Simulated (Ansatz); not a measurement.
Na2I: balancing the decomposition

These are results of Ansatz 0.2.0, DFT PBE, scalar-relativistic, plane waves, PAW, not measurements. Settings: cutoff 420 eV, Γ-centred meshes spaced at most about 0.3 Å⁻¹, and about 0.25 Å⁻¹ or finer for metals (2π included), Gaussian smearing. No spin polarisation.

The zero of energy is the elements' standard structures at the same level; no fitted shifts are applied.

All energies are static (0 K, no zero-point motion). These runs have no spin–orbit coupling, which can matter for I. In Na2I P6/mmm an odd number of electrons in the primitive cell allows no gap without spin; a larger cell or a magnetic state could open one. The reference form of I is held partly by dispersion forces, which this level lacks.

A trial structure of Na2I (reached from: random cell; relaxed: space group P6/mmm (No. 191), a = 5.662 Å, c = 3.935 Å) has a formation energy of -0.438 eV/atom. At its composition the lowest mixture among the elements and 1 reference phase computed alike (others may be missing) consists of these:

```
      phase   source  ΔE_f (eV/atom)
 Na (solid)  element          -0.001
NaI (Fm-3m)      COD          -1.280
```

The lowest database cell of Na (-0.001) lies slightly below the reference, hence the non-zero entry.

Q: Write the balanced decomposition and find its energy per atom, per formula unit and per mole of formula units.

A: Balancing Na and I gives Na2I → Na + NaI. The left side holds 3 atoms, and the products take 1/3 (Na) and 2/3 (NaI) of them. The mixture therefore lies at 1/3 × (-0.001) + 2/3 × (-1.280) = -0.854 eV/atom. The reaction energy is -0.854 − (-0.438) = -0.416 eV/atom. Times 3 atoms that is -1.248 eV per Na2I, and times 96.485 it is -120 kJ per mole of Na2I. Decomposition is downhill, so the trial structure is unstable against this mixture.
